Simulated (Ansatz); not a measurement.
**A strain series on PbI2 (P-3m1): isotropic on every length**

A 3-atom cell of PbI2 started from a crystallographic database, relaxed with r2SCAN+rVV10 in the plane-wave code Ansatz, then strained (isotropic on every length; changes of length per length, axes as in the cell below) with the atoms relaxed again within the symmetry that is left. It is trigonal, P-3m1 (No. 164); conventional cell a = 4.566 Å, c = 7.041 Å, 42.37 Å³ an atom. Pb has 6 I at 3.24 Å; I has 3 Pb at 3.24 Å. Calculated for a static, non-magnetic cell.

```
Pb I
1.0
     4.56573    0.00000    0.00000
    -2.28286    3.95403    0.00000
     0.00000    0.00000    7.04108
Pb I
1 2
Direct
  0.00000 0.00000 0.00000
  0.33333 0.66667 0.26678
  0.66667 0.33333 0.73322
```

Gaps are the least over each mesh (PBE 6×6×4, r2SCAN 6×6×4, HSE06 6×6×4 when unstrained) and the special points, which keep their unstrained names.

```tsv
strain (%)	gap, PBE (eV)	gap, r2SCAN (eV)	gap, HSE06 (eV)	edges, HSE06
-2.18	2.109	2.508	2.785	A
0.0	2.228	2.623	2.932	A
+3.47	2.266	2.650	2.990	H → A
+5.42	2.209	2.583	2.931	H → A
```

With HSE06 the edges change from A (direct) to H → A (indirect) between 0.0 and +3.47 %. With r2SCAN the edges change from A (direct) to H → A (indirect) between 0.0 and +3.47 %. With PBE the edges change from A (direct) to H → A (indirect) between 0.0 and +3.47 %.

Spin-orbit coupling is left out; in compounds of Pb, Bi, Tl or Hg it can lower a gap by up to about 1 eV, split its edges or invert the bands.

The meshes of the hybrids are coarse, so their gaps aren't converged to the digits shown.
